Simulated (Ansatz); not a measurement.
Runs of Ansatz 0.2.0 on MoS2. It takes space group R-3m (No. 166, trigonal). The conventional cell has a = 3.171 Å, b = 3.171 Å, c = 18.345 Å, α = 90.00°, β = 90.00°, γ = 120.00°. Mo (site symmetry -3m) has 6 S at 2.39 Å as nearest neighbours. Around S (site symmetry 3m) lie 3 Mo at 2.39 Å. Measurements of this composition are mostly on another form, of space group No. 194.

```csv
level,U,cell,target pressure (GPa),hubbard projectors,double counting,gap on the mesh (eV),pressure (GPa),relaxed volume (Å³/atom)
PBEsol,-,relaxed to 30 GPa,30,-,-,none,30.0,-
PBEsol+U,Mo d U = 2 eV,relaxed,-,ortho-atomic (the default),fll (the default),none,0.0,17.16
PBEsol+U,Mo d U = 5 eV,relaxed,-,ortho-atomic (the default),fll (the default),none,0.0,17.08
PBEsol+D3(BJ),-,relaxed,-,-,-,none,0.0,(a)
PBEsol,-,relaxed to 10 GPa,10,-,-,none,10.0,-
```

Alike in all rows: task relaxation of cell and atoms; potentials or basis Ansatz PAW; no spin polarisation; k mesh 10 × 10 × 10; cutoff (eV) 420; smearing fermi-dirac 0.05 eV.

Task: Estimate the missing entries.

Result: (a) 15.89.

Caveats: the plane-wave basis is chosen anew once the cell has moved, so the energies of steps on either side of that aren't comparable; the PAW data sets come from PBE, with cores solved anew for the run's functional, which leaves a small shift of forces and pressure; the volume moved by over 15 % at a fixed basis, so the end points are rough (some runs); U without spin polarisation on a metal has little footing (some runs); pairwise dispersion overbinds metals, which lowers pressure and volume (some runs).

A k mesh can miss the band edges, and the runs leave out spin-orbit coupling on Mo.

A gap of «none» marks a metal or a gap under the smearing width.
